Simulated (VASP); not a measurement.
Runs of VASP 6.6.1 on BN. It takes space group F-43m (No. 216, cubic). The conventional cell has a = 3.626 Å, b = 3.626 Å, c = 3.626 Å, α = 90.00°, β = 90.00°, γ = 90.00°. Around B (site symmetry -43m) lie 4 N at 1.57 Å. N (site symmetry -43m) is surrounded by 4 B at 1.57 Å. The cell is a database's computed one.

```csv
task,level,potentials or basis,cell,k mesh,cutoff (eV),mesh quality,gap on the mesh (eV),pressure (GPa),relaxed volume (Å³/atom)
relaxation of cell and atoms,PBEsol,"VASP PAW PBE potentials, release 64 (B_s, N_s)",relaxed,12 × 12 × 12,480,not flagged,4.30,0.0,5.88
relaxation of cell and atoms,LDA,"VASP PAW LDA potentials, release 64 (B, N)",relaxed,12 × 12 × 12,600,not flagged,(b),-0.1,5.75
single point,PBEsol,"VASP PAW PBE potentials, release 64 (B, N)",as given,12 × 12 × 12,520,not flagged,4.27,-5.7,-
relaxation of cell and atoms,PBE+D3(BJ),"VASP PAW PBE potentials, release 64 (B, N)",relaxed,12 × 12 × 12,600,not flagged,4.47,0.0,5.86
relaxation of cell and atoms,PBEsol,"VASP PAW PBE potentials, release 64 (B, N)",relaxed,12 × 12 × 12,600,not flagged,4.28,0.0,5.86
relaxation of cell and atoms,PBE,"VASP PAW PBE potentials, release 64 (B, N)",relaxed,12 × 12 × 12,600,not flagged,4.45,0.0,(a)
relaxation of cell and atoms,RPBE,"VASP PAW PBE potentials, release 64 (B, N)",relaxed,12 × 12 × 12,600,not flagged,4.47,0.0,6.05
relaxation of cell and atoms,PBEsol,"VASP PAW PBE potentials, release 64 (B, N)",relaxed,4 × 4 × 4,600,coarse,4.25,0.0,5.87
```

Alike in all rows: no spin polarisation; smearing gaussian 0.02 eV.

Problem. Fill in the values left out.

Solution. (a) 5.95; (b) 4.38.

Caveats: some runs use coarse meshes; the PAW data sets were made with another functional, which shifts forces and pressure a little (some runs).

A k mesh can miss the band edges.
